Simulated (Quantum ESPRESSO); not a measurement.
# HfO2 (P4_2/nmc) in Quantum ESPRESSO: a series of runs

One crystal, HfO2, is run at these levels: WC, BLYP, AM05; tasks: dielectric tensor.

Program: Quantum ESPRESSO 7.5. These are calculated values, not measurements. Logs are shortened: lines on timing, memory, paths and dates and some standing lists are left out, and cuts for length are marked.

### Step 1. The structure

It takes space group P4_2/nmc (No. 137, tetragonal). Conventional cell: a = 3.558 Å, b = 3.558 Å, c = 5.172 Å, α = 90.00°, β = 90.00°, γ = 90.00°. Hf (site symmetry -4m2) is surrounded by 4 O at 2.05 Å. O (site symmetry 2mm) is surrounded by 2 Hf at 2.05 Å.

Measurements of this composition are mostly on another form, of space group No. 14.

### Step 2. Dielectric tensor, WC

pw.in

```
&CONTROL
  calculation = 'scf'
  prefix = 'pwscf'
  outdir = './tmp'
  pseudo_dir = './pseudo'
  tprnfor = .true.
  tstress = .true.
  disk_io = 'low'
/
&SYSTEM
  ibrav = 0
  celldm(1) = 8
  nat = 6
  ntyp = 2
  ecutwfc = 45
  ecutrho = 360
  nbnd = 33
  input_dft = 'wc'
  occupations = 'smearing'
  smearing = 'fd'
  degauss = 0.00367493
/
&ELECTRONS
  conv_thr = 1.2d-09
  electron_maxstep = 120
  mixing_beta = 0.5
/
ATOMIC_SPECIES
Hf   178.4900 hf_pbe_v1.uspp.F.UPF
O     15.9990 o_pbe_v1.2.uspp.F.UPF
CELL_PARAMETERS alat
  0.8404602599781   0.0000000000000   0.0000000000000
  0.0000000000000   0.8404602599781   0.0000000000000
  0.0000000000000   0.0000000000000   1.2216751551845
ATOMIC_POSITIONS crystal
Hf     0.0000000000    0.0000000000    0.0000000000
Hf     0.5000000000    0.5000000000    0.5000000000
O      0.0000000000    0.5000000000    0.1972078800
O      0.5000000000    0.0000000000    0.3027921200
O      0.5000000000    0.0000000000    0.8027921200
O      0.0000000000    0.5000000000    0.6972078800
K_POINTS automatic
6 6 4 1 1 1
```

scf2.in

```
&CONTROL
  calculation = 'scf'
  prefix = 'pwscf'
  outdir = './tmp'
  pseudo_dir = './pseudo'
  tprnfor = .true.
  tstress = .true.
  disk_io = 'low'
/
&SYSTEM
  ibrav = 0
  celldm(1) = 8
  nat = 6
  ntyp = 2
  ecutwfc = 45
  ecutrho = 360
  nbnd = 33
  input_dft = 'wc'
  occupations = 'fixed'
/
&ELECTRONS
  conv_thr = 1d-13
  electron_maxstep = 120
  mixing_beta = 0.5
  startingpot = 'file'
  startingwfc = 'file'
/
ATOMIC_SPECIES
Hf   178.4900 hf_pbe_v1.uspp.F.UPF
O     15.9990 o_pbe_v1.2.uspp.F.UPF
CELL_PARAMETERS alat
  0.8404602599781   0.0000000000000   0.0000000000000
  0.0000000000000   0.8404602599781   0.0000000000000
  0.0000000000000   0.0000000000000   1.2216751551845
ATOMIC_POSITIONS crystal
Hf     0.0000000000    0.0000000000    0.0000000000
Hf     0.5000000000    0.5000000000    0.5000000000
O      0.0000000000    0.5000000000    0.1972078800
O      0.5000000000    0.0000000000    0.3027921200
O      0.5000000000    0.0000000000    0.8027921200
O      0.0000000000    0.5000000000    0.6972078800
K_POINTS automatic
6 6 4 1 1 1
```

ph.in

```
dielectric of HfO2
&INPUTPH
  prefix = 'pwscf'
  outdir = './tmp'
  tr2_ph = 1d-18
  fildyn = 'dyn'
  niter_ph = 90
  alpha_mix(1) = 0.7
  epsil = .true.
  trans = .false.
  zeu = .true.
/
0.0000000000 0.0000000000 0.0000000000
```

Potentials or basis: GBRV 1.5 PBE.

Launch:

```
> OMP_NUM_THREADS=1 pw.x -in pw.in > pw.out
> OMP_NUM_THREADS=1 pw.x -in scf2.in > scf2.out
> OMP_NUM_THREADS=1 ph.x -in ph.in > ph.out
```

pw.out:

```text
This program is part of the open-source Quantum ESPRESSO suite
     for quantum simulation of materials; please cite
         "P. Giannozzi et al., J. Phys.:Condens. Matter 21 395502 (2009);
         "P. Giannozzi et al., J. Phys.:Condens. Matter 29 465901 (2017);
         "P. Giannozzi et al., J. Chem. Phys. 152 154105 (2020);
     in publications or presentations arising from this work. More details at

     IMPORTANT: XC functional enforced from input :
     Exchange-correlation= WC
                           (   1   4  11   4   0   0   0)
     Any further DFT definition will be discarded
     Please, verify this is what you really want

     Message from routine setup:
     using ibrav=0 with symmetry is DISCOURAGED, use correct ibrav instead

     G-vector sticks info
     --------------------
     sticks:   dense  smooth     PW     G-vecs:    dense   smooth      PW
     Sum        1305     657    193                51027    18017    2895

     Using Slab Decomposition

     bravais-lattice index     =            0
     lattice parameter (alat)  =       8.0000  a.u.
     unit-cell volume          =     441.8350 (a.u.)^3
     number of atoms/cell      =            6
     number of atomic types    =            2
     number of electrons       =        48.00
     number of Kohn-Sham states=           33
     kinetic-energy cutoff     =      45.0000  Ry
     charge density cutoff     =     360.0000  Ry
     scf convergence threshold =      1.2E-09
     mixing beta               =       0.5000
     number of iterations used =            8  plain     mixing
     Exchange-correlation= WC
                           (   1   4  11   4   0   0   0)

     celldm(1)=   8.000000  celldm(2)=   0.000000  celldm(3)=   0.000000
     celldm(4)=   0.000000  celldm(5)=   0.000000  celldm(6)=   0.000000

     crystal axes: (cart. coord. in units of alat)
               a(1) = (   0.840460   0.000000   0.000000 )
               a(2) = (   0.000000   0.840460   0.000000 )
               a(3) = (   0.000000   0.000000   1.221675 )

     reciprocal axes: (cart. coord. in units 2 pi/alat)
               b(1) = (  1.189824  0.000000  0.000000 )
               b(2) = (  0.000000  1.189824  0.000000 )
               b(3) = (  0.000000  0.000000  0.818548 )

     PseudoPot. # 1 for Hf read from file:
     hf_pbe_v1.uspp.F.UPF
     Pseudo is Ultrasoft + core correction, Zval = 12.0
     Generated by new atomic code, or converted to UPF format
     Using radial grid of  921 points,  8 beta functions with:
                l(1) =   0
                l(2) =   0
                l(3) =   0
                l(4) =   1
                l(5) =   1
                l(6) =   2
                l(7) =   2
                l(8) =   3
     Q(r) pseudized with  6 coefficients,  rinner =    1.200   1.200   1.200
                                                       1.200   1.200   1.200
                                                       1.200

     PseudoPot. # 2 for O  read from file:
     o_pbe_v1.2.uspp.F.UPF
     Pseudo is Ultrasoft + core correction, Zval =  6.0
     Generated by new atomic code, or converted to UPF format
     Using radial grid of  737 points,  5 beta functions with:
                l(1) =   0
                l(2) =   0
                l(3) =   1
                l(4) =   1
                l(5) =   2
     Q(r) pseudized with  8 coefficients,  rinner =    0.900   0.900   0.900
                                                       0.900   0.900

     atomic species   valence    mass     pseudopotential
     Hf               12.00   178.49000     Hf( 1.00)
     O                 6.00    15.99900     O ( 1.00)

     16 Sym. Ops., with inversion, found ( 8 have fractional translation)

   Cartesian axes

     site n.     atom                  positions (alat units)
         1        Hf     tau(   1) = (   0.0000000   0.0000000   0.0000000  )
         2        Hf     tau(   2) = (   0.4202301   0.4202301   0.6108376  )
         3        O      tau(   3) = (   0.0000000   0.4202301   0.2409240  )
         4        O      tau(   4) = (   0.4202301   0.0000000   0.3699136  )
         5        O      tau(   5) = (   0.4202301   0.0000000   0.9807512  )
         6        O      tau(   6) = (   0.0000000   0.4202301   0.8517615  )

     number of k points=    12  Fermi-Dirac smearing, width (Ry)=  0.0037
                       cart. coord. in units 2pi/alat
        k(    1) = (   0.0991520   0.0991520   0.1023185), wk =   0.1111111
        k(    2) = (   0.0991520   0.0991520   0.3069556), wk =   0.1111111
        k(    3) = (   0.0991520   0.2974561   0.1023185), wk =   0.2222222
        k(    4) = (   0.0991520   0.2974561   0.3069556), wk =   0.2222222
        k(    5) = (   0.0991520   0.4957601   0.1023185), wk =   0.2222222
        k(    6) = (   0.0991520   0.4957601   0.3069556), wk =   0.2222222
        k(    7) = (   0.2974561   0.2974561   0.1023185), wk =   0.1111111
        k(    8) = (   0.2974561   0.2974561   0.3069556), wk =   0.1111111
        k(    9) = (   0.2974561   0.4957601   0.1023185), wk =   0.2222222
        k(   10) = (   0.2974561   0.4957601   0.3069556), wk =   0.2222222
        k(   11) = (   0.4957601   0.4957601   0.1023185), wk =   0.1111111
        k(   12) = (   0.4957601   0.4957601   0.3069556), wk =   0.1111111

     Dense  grid:    51027 G-vectors     FFT dimensions: (  48,  48,  60)

     Smooth grid:    18017 G-vectors     FFT dimensions: (  30,  30,  48)

     Check: negative core charge=   -0.000002

     Initial potential from superposition of free atoms

     starting charge      44.0000, renormalised to      48.0000

     negative rho (up, down):  2.323E-01 0.000E+00
     Starting wfcs are   42 randomized atomic wfcs

     Self-consistent Calculation

     iteration #  1     ecut=    45.00 Ry     beta= 0.50
     Davidson diagonalization with overlap
     ethr =  1.00E-02,  avg # of iterations =  2.2

     negative rho (up, down):  2.222E-01 0.000E+00

     total energy              =    -447.20433572 Ry
     estimated scf accuracy    <       2.00762730 Ry

     iteration #  2     ecut=    45.00 Ry     beta= 0.50
     Davidson diagonalization with overlap
     ethr =  4.18E-03,  avg # of iterations =  2.0

     negative rho (up, down):  2.230E-01 0.000E+00

     total energy              =    -447.45282151 Ry
     estimated scf accuracy    <       0.34214188 Ry

     iteration #  3     ecut=    45.00 Ry     beta= 0.50
     Davidson diagonalization with overlap
     ethr =  7.13E-04,  avg # of iterations =  2.2

     negative rho (up, down):  2.252E-01 0.000E+00

     total energy              =    -447.49887663 Ry
     estimated scf accuracy    <       0.03211057 Ry

     iteration #  4     ecut=    45.00 Ry     beta= 0.50
     Davidson diagonalization with overlap
     ethr =  6.69E-05,  avg # of iterations =  5.8

     negative rho (up, down):  2.276E-01 0.000E+00

     total energy              =    -447.50504449 Ry
     estimated scf accuracy    <       0.00121006 Ry

     iteration #  5     ecut=    45.00 Ry     beta= 0.50
     Davidson diagonalization with overlap
     c_bands:  1 eigenvalues not converged
     ethr =  2.52E-06,  avg # of iterations =  7.6

     negative rho (up, down):  2.277E-01 0.000E+00

     total energy              =    -447.50516063 Ry
     estimated scf accuracy    <       0.00017514 Ry

     iteration #  6     ecut=    45.00 Ry     beta= 0.50
     Davidson diagonalization with overlap
     ethr =  3.65E-07,  avg # of iterations =  3.2

     negative rho (up, down):  2.277E-01 0.000E+00

     total energy              =    -447.50520518 Ry
     estimated scf accuracy    <       0.00001434 Ry

     iteration #  7     ecut=    45.00 Ry     beta= 0.50
     Davidson diagonalization with overlap
     ethr =  2.99E-08,  avg # of iterations =  1.3

     negative rho (up, down):  2.277E-01 0.000E+00

     total energy              =    -447.50520698 Ry
     estimated scf accuracy    <       0.00000045 Ry

     iteration #  8     ecut=    45.00 Ry     beta= 0.50
     Davidson diagonalization with overlap
     ethr =  9.36E-10,  avg # of iterations =  2.7

     negative rho (up, down):  2.277E-01 0.000E+00

     total energy              =    -447.50520706 Ry
     estimated scf accuracy    <       0.00000003 Ry

     iteration #  9     ecut=    45.00 Ry     beta= 0.50
     Davidson diagonalization with overlap
     ethr =  6.82E-11,  avg # of iterations =  2.4

     negative rho (up, down):  2.277E-01 0.000E+00

     total energy              =    -447.50520707 Ry
     estimated scf accuracy    <          6.0E-09 Ry

     iteration # 10     ecut=    45.00 Ry     beta= 0.50
     Davidson diagonalization with overlap
     ethr =  1.25E-11,  avg # of iterations =  2.4

     negative rho (up, down):  2.277E-01 0.000E+00

     End of self-consistent calculation

          k = 0.0992 0.0992 0.1023 (  2242 PWs)   bands (ev):

   -48.5509 -48.5357 -17.6341 -17.3143 -17.2887 -17.2526 -17.1959 -17.1875
    -6.3395  -4.8154  -4.5999  -3.9898   6.1615   6.8463   6.9960   7.4089
     8.4485   8.7289  10.1033  10.2164  10.6401  10.9814  11.2662  11.4071
    16.4266  16.4772  17.4480  17.6012  18.3898  19.3938  20.3675  20.6294
    22.1012

          k = 0.0992 0.0992 0.3070 (  2236 PWs)   bands (ev):

   -48.5464 -48.5401 -17.5374 -17.3885 -17.2740 -17.2556 -17.2216 -17.2084
    -5.8811  -5.1739  -4.5863  -4.2398   7.0658   7.2478   7.4028   7.9630
     7.9945   8.2206   9.1103   9.7277  10.6017  10.6418  11.2630  11.3958
    16.7349  16.9104  17.1903  17.3963  19.2976  20.2257  20.5529  21.0518
    21.2276

          k = 0.0992 0.2975 0.1023 (  2263 PWs)   bands (ev):

   -48.5463 -48.5352 -17.5759 -17.4221 -17.3802 -17.2750 -17.2410 -17.1996
    -5.8944  -4.7868  -4.5562  -4.1607   6.3962   7.0221   7.3229   7.8876
     8.5167   8.7675   9.3589   9.8173  10.5512  10.7692  11.0499  11.3749
    16.7430  17.0161  17.2384  17.5648  19.0898  19.6181  19.9477  20.6651
    21.1006

          k = 0.0992 0.2975 0.3070 (  2241 PWs)   bands (ev):

   -48.5431 -48.5384 -17.5666 -17.4768 -17.3432 -17.2510 -17.2418 -17.2163
    -5.5878  -5.1152  -4.4852  -4.2927   7.0851   7.3391   7.4285   7.9658
     8.1687   8.9764   9.4978   9.6240  10.1178  10.2856  10.7787  11.1379
    16.7955  16.9926  17.2707  17.4676  19.2356  19.5191  20.6116  21.0244
    21.2596
[... 43 lines left out ...]
   -48.5364 -48.5351 -17.5938 -17.5761 -17.4132 -17.3645 -17.2836 -17.2779
    -4.9464  -4.8683  -4.4212  -4.3846   6.9778   7.2108   7.6491   7.8354
     8.2918   8.3792   9.6759   9.9941  10.4562  10.5357  10.8437  10.8719
    17.0696  17.1551  17.3708  17.5442  18.9816  19.3008  19.8610  20.2477
    21.1135

          k = 0.4958 0.4958 0.1023 (  2265 PWs)   bands (ev):

   -48.5338 -48.5327 -17.6505 -17.6456 -17.3971 -17.3718 -17.3222 -17.3161
    -4.6938  -4.6548  -4.4717  -4.3383   5.9370   6.0540   8.2503   8.2747
     8.3678   8.6899  10.0780  10.5608  10.5909  10.7418  10.9929  11.2035
    17.0804  17.3118  17.5028  17.6144  18.8477  19.3121  19.3367  19.3698
    20.5769

          k = 0.4958 0.4958 0.3070 (  2253 PWs)   bands (ev):

   -48.5335 -48.5330 -17.5816 -17.5690 -17.4829 -17.4530 -17.3134 -17.3124
    -4.6279  -4.5568  -4.5354  -4.4262   6.5419   6.6449   7.5058   7.6096
     8.8617   9.0360   9.5925   9.8990  10.3916  10.4212  11.2543  11.3340
    17.2859  17.4124  17.6116  17.6899  18.9636  19.1352  19.2504  19.2586
    20.8739

     the Fermi energy is    13.6447 ev

!    total energy              =    -447.50520707 Ry
     estimated scf accuracy    <          1.8E-10 Ry
     smearing contrib. (-TS)   =       0.00000000 Ry
     internal energy E=F+TS    =    -447.50520707 Ry

     The total energy is F=E-TS. E is the sum of the following terms:
     one-electron contribution =     -53.06194714 Ry
     hartree contribution      =      55.89278994 Ry
     xc contribution           =    -180.54988924 Ry
     ewald contribution        =    -269.78616063 Ry

     convergence has been achieved in  10 iterations

     negative rho (up, down):  2.277E-01 0.000E+00

     Forces acting on atoms (cartesian axes, Ry/au):

     atom    1 type  1   force =     0.00000000    0.00000000   -0.00000000
     atom    2 type  1   force =     0.00000000    0.00000000    0.00000000
     atom    3 type  2   force =     0.00000000    0.00000000    0.00474650
     atom    4 type  2   force =     0.00000000    0.00000000   -0.00474650
     atom    5 type  2   force =     0.00000000    0.00000000   -0.00474650
     atom    6 type  2   force =     0.00000000    0.00000000    0.00474650

     Total force =     0.009493     Total SCF correction =     0.000000

     Computing stress (Cartesian axis) and pressure

     negative rho (up, down):  2.277E-01 0.000E+00
          total   stress  (Ry/bohr**3)                   (kbar)     P=       11.65
   0.00010048   0.00000000   0.00000000           14.78        0.00        0.00
   0.00000000   0.00010048   0.00000000            0.00       14.78        0.00
   0.00000000   0.00000000   0.00003672            0.00        0.00        5.40

=------------------------------------------------------------------------------=
   JOB DONE.
=------------------------------------------------------------------------------=
```

It took 9.7 min on 1 thread of Intel Xeon at 2.50GHz (Skylake/Cascade Lake), shared host; peak memory 0.4 GiB.

Results:

- Free energy: -6088.6185 eV
- Pressure: 1.2 GPa
- Largest force: 0.122 eV/Å
- Electronic dielectric tensor (diagonal): 5.24, 5.24, 4.72
- Born charges (mean of the diagonal): Hf +5.27; O -2.64 e

Forces in eV/Å, atoms in the order of the input:
```
Hf   0.000  0.000  0.000
Hf   0.000  0.000  0.000
O    0.000  0.000  0.122
O    0.000  0.000 -0.122
O    0.000  0.000 -0.122
O    0.000  0.000  0.122
```

Electronic dielectric tensor:
```
5.24 0.00 0.00
0.00 5.24 0.00
0.00 0.00 4.72
```

Born effective charge tensors (e):
atom 1, Hf
```
5.52 0.00 0.00
0.00 5.52 0.00
0.00 0.00 4.79
```
atom 2, Hf
```
5.52 0.00 0.00
0.00 5.52 0.00
0.00 0.00 4.79
```
atom 3, O
```
-2.07  0.00  0.00
 0.00 -3.45  0.00
 0.00  0.00 -2.39
```
atom 4, O
```
-2.07  0.00  0.00
 0.00 -3.45  0.00
 0.00  0.00 -2.39
```
atom 5, O
```
-3.45  0.00  0.00
 0.00 -2.07  0.00
 0.00  0.00 -2.39
```
atom 6, O
```
-3.45  0.00  0.00
 0.00 -2.07  0.00
 0.00  0.00 -2.39
```

Caveat: the potentials were made for another functional, which shifts forces and pressure. The run has no spin-orbit coupling, so splittings on Hf are missing.

(Continued in part 2 of 2.)
